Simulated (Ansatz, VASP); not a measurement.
# One calculation of KBr, two programs

File INCAR:

```
PREC = Accurate ; ENCUT = 600
EDIFF = 1E-6 ; ISMEAR = -1
SIGMA = 0.05 ; LREAL = False
LASPH = True ; NELM = 100
ALGO = Normal ; ISIF = 3
LWAVE = False ; LCHARG = False
GGA = RE ; IBRION = 2
NSW = 40 ; EDIFFG = -0.005
```

KPOINTS

```
regular mesh
0
Gamma
  7 7 7
```

The input POSCAR:

```
KBr
1.0
    0.0000000000      3.3000000000      3.3000000000
    3.3000000000      0.0000000000      3.3000000000
    3.3000000000      3.3000000000      0.0000000000
Br K
1 1
Direct
    0.5000000000      0.5000000000      0.5000000000
    0.0000000000      0.0000000000      0.0000000000
```

input.yaml

```yaml
crystal:
  lattice:
    - [0.0, 3.3, 3.3]
    - [3.3, 0.0, 3.3]
    - [3.3, 3.3, 0.0]
  atoms:
    - { symbol: Br, position: [0.5, 0.5, 0.5] }
    - { symbol: K, position: [0.0, 0.0, 0.0] }
hamiltonian:
  xc: revpbe
  pseudopotentials: { kind: paw }
kpoints:
  mp_grid: { grid: [7, 7, 7] }
scf:
  occupations: { method: fermi_dirac, width: 0.05 }
output:
  forces: true
  stress: true
  eigenvalues: true
relax:
  f_tol: 0.01
  max_steps: 40
  cell: { stress_tol: 0.05 }
```

Alike in both runs: task relaxation of cell and atoms; functional revPBE; k mesh 7 × 7 × 7; occupations fermi-dirac, width 0.05 eV; no spin polarisation.

|  | VASP | Ansatz |
| --- | --- | --- |
| version | VASP 6.6.1 | Ansatz 0.2.0 |
| potentials or method | VASP PAW PBE potentials, release 64 (Br, K_sv) | Ansatz PAW |
| plane-wave cutoff (eV) | 600 | 420 |
| valence electrons in the cell | 16 | 16 |

|  | VASP | Ansatz | Ansatz less VASP |
| --- | --- | --- | --- |
| gap on the k mesh at the Fermi level, each at its own relaxed structure (eV) | 4.40 | 4.40 | +0.002 |
| relaxed volume (Å³/atom) | 40.97 | 40.94 | -0.032 |
| relaxed cell length with the largest relative difference (Å) | 4.875 | 4.874 | -0.0013 |
| energy change over the relaxation (meV/atom) | -27 | -26 | +0.9 |

Caveats: the PAW data sets were made with another functional, which shifts forces and pressure a little (VASP); an odd mesh through Γ misses points on the zone boundary, where band edges often lie (VASP); odd divisions of the mesh miss points on the zone boundary, where band edges often lie, so the gap on the mesh can be too wide (Ansatz); the plane-wave basis is chosen anew once the cell has moved, so the energies of steps on either side of that aren't comparable (Ansatz); the PAW data sets come from PBE, with cores solved anew for the run's functional, which leaves a small shift of forces and pressure (Ansatz). revPBE gives volumes clearly too large for solids.
